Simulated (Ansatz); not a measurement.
Computed with DFT PBE, scalar-relativistic, plane waves, PAW (Ansatz 0.2.0). Settings: cutoff 420 eV, Γ-centred meshes spaced at most about 0.3 Å⁻¹, and about 0.25 Å⁻¹ or finer for metals (2π included), Gaussian smearing. No spin polarisation in the final relaxations.

These are static total energies at zero pressure. All come from trial cells, and lower structures may exist.

Question: These unrelaxed guesses for SiC are each relaxed within their symmetry. Order them by the energy at which they end, lowest first.
1.

```
Si C
1.0
     1.42060   -4.65699    0.00000
     1.42060    4.65699    0.00000
     0.00000    0.00000    2.95525
Si C
2 2
Direct
  0.09403 0.90597 0.50000
  0.90597 0.09403 0.50000
  0.19500 0.80500 0.00000
  0.80500 0.19500 0.00000
```

2.

```
Si C
1.0
     5.06184    0.00000    0.00000
     0.00000    5.06184    0.00000
     0.00000    0.00000    2.76332
Si C
4 4
Direct
  0.66924 0.66924 0.50000
  0.16924 0.83076 0.25000
  0.33076 0.33076 0.00000
  0.83076 0.16924 0.75000
  0.83076 0.83076 0.00000
  0.33076 0.66924 0.75000
  0.16924 0.16924 0.50000
  0.66924 0.33076 0.25000
```

Answer: 2 (ends in P4_12_12, 0 meV/atom), 1 (ends in Cmmm, 127 meV/atom). Even the lowest end lies +0.36 eV/atom against the elements.

Cells relaxed within their symmetry can be saddle points. The part of the Crystallography Open Database at hand lists SiC in space groups No. 36, 156, 160, 186, 216; no cell shown has one of them. Some structure types and database cells were kept out of the candidates from the start, so a known form may be missing.
